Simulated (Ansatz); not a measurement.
MoSe2, 6 atoms in the cell. Symmetry: P6_3/mmc, No. 194, hexagonal system. The conventional cell has a = 3.288 Å, b = 3.288 Å, c = 12.900 Å, α = 90.00°, β = 90.00°, γ = 120.00°. Mo (site symmetry -6m2) is surrounded by 6 Se at 2.49 Å. Se (site symmetry 3m) has 3 Mo at 2.49 Å as nearest neighbours. 

```yaml
Program: Ansatz 0.2.0
Task: relaxation of cell and atoms
Functional: PBEsol
Potentials_or_basis: Ansatz PAW
Cutoff: "420 eV (not typed: the program's choice for these potentials)"
k_mesh: 9 × 9 × 2
Occupations: fermi-dirac, width 0.05 eV
Spin: no spin polarisation
Hubbard_terms: Mo d U = 6 eV
Hubbard_projectors: ortho-atomic (the default)
Double_counting: fll (the default)
```

Potentials or basis: Ansatz PAW.

Run with:

```bash
$ ansatz run input.yaml --threads 2 --pin off --max-ram 5120MiB --backend cpu --events-out ev --progress --plain --runs-dir out
```

Hardware: 2 threads of INTEL(R) XEON(R) PLATINUM 8581C CPU @ 2.10GHz (Emerald Rapids), with other jobs on the host.

Task: Estimate the wall time of this run.

Result: It took 19 s on 2 threads of INTEL(R) XEON(R) PLATINUM 8581C CPU @ 2.10GHz (Emerald Rapids), on a shared host, peak memory 0.63 GiB. Counts: scf iterations 42, plane waves 2419, k points 24, bands 56, ion steps 5.
